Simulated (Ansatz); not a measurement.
# SrO: the cost of one run

Program: Ansatz 0.2.0. Level of theory: DFT PBE, scalar-relativistic, plane waves, PAW. These are calculated values, not measurements.

1 further run of the same task is left out (set aside as unsound or not needed). Runs told in other sessions of the task aren't counted.

### 1 The system as given

It takes space group P4/nmm (No. 129, tetragonal). The conventional cell has a = 4.486 Å, b = 4.486 Å, c = 3.597 Å, α = 90.00°, β = 90.00°, γ = 90.00°. Sr (site symmetry 4mm) has 4 O at 2.44 Å in its first shell of neighbours. O (site symmetry -4m2) is surrounded by 4 Sr at 2.44 Å.

As a file:

```cif
data_structure
_symmetry_space_group_name_H-M 'P4/nmm:1'
_symmetry_Int_Tables_number 129
_cell_length_a 4.4864
_cell_length_b 4.4864
_cell_length_c 3.5966
_cell_angle_alpha 90.000
_cell_angle_beta 90.000
_cell_angle_gamma 90.000
_cell_volume 72.39
loop_
_atom_site_label
_atom_site_type_symbol
_atom_site_symmetry_multiplicity
_atom_site_Wyckoff_symbol
_atom_site_fract_x
_atom_site_fract_y
_atom_site_fract_z
_atom_site_occupancy
Sr1 Sr 2 c 0.50000 0.00000 0.27037 1
O1 O 2 a 0.00000 0.00000 0.00000 1
```

An earlier run at PBE left this cell at 18.098 Å³/atom and 0.02 GPa (8×8×10 mesh).

The changes: atom 2 (Sr) moved 0.12 Å along y; atom 2 (Sr) moved 0.2 Å along z; strain e3 = +0.02, atoms carried along; strain e2 = -0.01, atoms carried along; all atoms moved at random (σ = 0.03 Å), cell strained at random (1 %); all atoms moved at random (σ = 0.1 Å), cell strained at random (1 %).

### 2 Atom 2 (Sr) moved 0.12 Å along y

input.yaml

```yaml
crystal:
  lattice:
    - [4.4863742577, 0.0, 0.0]
    - [0.0, 4.4863742577, 0.0]
    - [0.0, 0.0, 3.5966252849]
  atoms:
    - { symbol: Sr, position: [0.5, 0.0, 0.2703680608] }
    - { symbol: Sr, position: [0.0, 0.526747657, 0.7296319392] }
    - { symbol: O, position: [0.0, 0.0, 0.0] }
    - { symbol: O, position: [0.5, 0.5, 0.0] }
basis:
  ecutwfc: 420
  ecutrho_ratio: 4
kpoints:
  mp_grid: { grid: [8, 8, 10] }
hamiltonian:
  xc: pbe
scf:
  occupations: { method: gaussian, width: 0.05 }
output:
  forces: true
  stress: true
  eigenvalues: true
  write_density: true
  write_potential: true
  elf: true
  volumetric_format: npy
```

The run is started by

```bash
$ ansatz run input.yaml --threads 2 --pin off --max-ram 2662MiB --backend cpu --events-out ev --progress --plain --runs-dir out
```

What time and memory should one allow on 2 threads of Arm Neoverse V1, shared host?

About 21 s, with a peak of 0.53 GiB.
